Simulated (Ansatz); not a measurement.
Level of theory: Ansatz, DFT PBE, scalar-relativistic, plane waves, PAW. Settings: cutoff 420 eV, Γ-centred meshes spaced at most about 0.3 Å⁻¹, and about 0.25 Å⁻¹ or finer for metals (2π included), Gaussian smearing. No spin polarisation.

All energies are static (0 K, no zero-point motion).

Question: Order these relaxed structures of Li2H by energy, lowest first, with the energy over the lowest of them.
1.

Space group Cmc2_1 (No. 36). a = 2.555 Å, b = 11.302 Å, c = 4.929 Å, α = 90.00°, β = 90.00°, γ = 90.00°
| atom | site | symmetry | x | y | z |
| --- | --- | --- | --- | --- | --- |
| Li | 4a | m.. | 0.0000 | 0.9499 | 0.2701 |
| Li | 4a | m.. | 0.5000 | 0.6843 | 0.3459 |
| H | 4a | m.. | 0.0000 | 0.5629 | 0.4590 |

2.

Space group P-6m2 (No. 187). a = 2.798 Å, b = 2.798 Å, c = 5.210 Å, α = 90.00°, β = 90.00°, γ = 120.00°
```json
{"atom": "Li", "site": "2i", "symmetry": "3m.", "x": "0.6667", "y": "0.3333", "z": "0.7604"}
{"atom": "H", "site": "1a", "symmetry": "-6m2", "x": "0.0000", "y": "0.0000", "z": "0.0000"}
```

3.

Space group P4/mmm (No. 123). a = 2.852 Å, b = 2.852 Å, c = 4.241 Å, α = 90.00°, β = 90.00°, γ = 90.00°
```
atom  site  symmetry       x       y       z
  Li    1a     4/mmm  0.0000  0.0000  0.0000
  Li    1d     4/mmm  0.5000  0.5000  0.5000
   H    1c     4/mmm  0.5000  0.5000  0.0000
```

Answer: 1 (0 meV/atom), 2 (22 meV/atom), 3 (37 meV/atom). Counting H atoms around Li (those within 1.25 times the shortest such distance or 1.15 times the sum of covalent radii; a slash parts the counts of unlike sites): cell 1 has Li 2/4; cell 2 has Li 3; cell 3 has Li 2/4. All come from invented guesses. Shaken at random and relaxed again, cell 1 came back. Shaken at random and relaxed again, cell 2 falls into a cell with the anti-3R molybdenite type, space group R3m (No. 160), 16 meV/atom lower, so it is a saddle point or a shallow minimum. The lowest form computed isn't among them: it has the anti-cadmium iodide type, space group P-3m1 (No. 164), 11.6 Å³/atom and lies 31 meV/atom below the best shown.

For metals, differences of a few meV/atom aren't resolved. With hydrogen, zero-point motion can shift such differences by 10 meV/atom or more. Cells without such a test can be saddle points. Some types were kept out of the candidates beforehand, so the set may lack a known form.
